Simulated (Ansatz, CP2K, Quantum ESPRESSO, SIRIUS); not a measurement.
PtSe2: programs and potentials compared

```
CELL_PARAMETERS angstrom
3.72400 0.00000 0.00000
-1.86200 3.22508 0.00000
0.00000 0.00000 5.06200
ATOMIC_POSITIONS crystal
Pt 0.00000 0.00000 0.00000
Se 0.66667 0.33333 0.75000
Se 0.33333 0.66667 0.25000
```

Alike in all runs: task band structure; functional PBE; k mesh 8 × 8 × 5; occupations fermi-dirac, width 0.05 eV; no spin polarisation; no spin-orbit coupling. Pressure is positive in compression and, in plane waves, holds the error of the finite cutoff, which Ansatz's Pulay term estimates and takes out.

```csv
program and potentials,plane-wave cutoff (eV),notes,pressure (GPa),largest force (eV/Å)
"SIRIUS, all-electron FP-LAPW, apw+lo standard",-,-,-,0.583
"SIRIUS, all-electron FP-LAPW (ZORA valence), apw+lo standard",-,-,-,0.584
"SIRIUS, all-electron FP-LAPW (Koelling-Harmon valence), apw+lo standard",-,-,-,0.584
"CP2K, GTH_POTENTIALS Pt GTH-PBE-q18, Se GTH-PBE-q6; DZVP-MOLOPT-SR-GTH basis",-,atomic basis; 10 valence electrons an atom on average,8.50,0.758
"Ansatz, SPMS NC",816,16.67 valence electrons an atom on average; Pulay term of +0.20 GPa included,7.29,0.595
"Ansatz, PseudoDojo standard (PBE files)",1170,16.67 valence electrons an atom on average,7.24,0.588
"Ansatz, PseudoDojo stringent (PBE files)",1415,22 valence electrons an atom on average; Pulay term of +0.12 GPa included,7.19,0.576
"Quantum ESPRESSO, PseudoDojo 0.4.1 SR PBE standard",1170,16.67 valence electrons an atom on average,7.23,0.589
"Ansatz, all-electron LAPW, scalar-relativistic",-,-,?,?
"Ansatz, JTH PAW",750,7.33 valence electrons an atom on average,7.89,0.685
"Ansatz, Ansatz PAW (files of its older set among them)",900,16.67 valence electrons an atom on average,7.35,0.595
"CP2K, POTENTIAL_UZH Pt GTH-PBE-q18, Se GTH-PBE-q6; TZVP-MOLOPT-PBE-GTH basis",-,atomic basis; 10 valence electrons an atom on average,8.54,0.718
```

Problem. Estimate from the other rows what the run with Ansatz, all-electron LAPW, scalar-relativistic gave.

Solution. Pressure 7.32 GPa; largest force 0.590 eV/Å. The other rows, which needn't bracket it: pressure 7.19 to 8.54; largest force 0.576 to 0.758.
